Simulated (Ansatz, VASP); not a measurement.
## One calculation of TiC, two programs

```
CELL_PARAMETERS angstrom
0.00000 2.15274 2.15274
2.15274 0.00000 2.15274
2.15274 2.15274 0.00000
ATOMIC_POSITIONS crystal
Ti 0.00000 0.00000 0.00000
C 0.50000 0.50000 0.50000
```

Alike in both runs: functional PBE; k mesh 10 × 10 × 10; occupations fermi-dirac, width 0.0465 eV; no spin polarisation.

Ansatz relaxed the structure, and its values are those at the end. VASP's run is a single point on that final structure, the one shown.

|  | VASP | Ansatz |
| --- | --- | --- |
| version | VASP 6.6.1 | Ansatz 0.2.0 |
| potentials or method | VASP PAW PBE potentials, release 64 (Ti_sv, C) | PAW plane waves |
| plane-wave cutoff (eV) | 520 | 420 |
| valence electrons in the cell | 16 | 16 |

```csv
,VASP,Ansatz,Ansatz less VASP
pressure (GPa),5.2,5.0,-0.21
```

With one functional, cell and mesh, what is left measures potentials, basis and numerics.
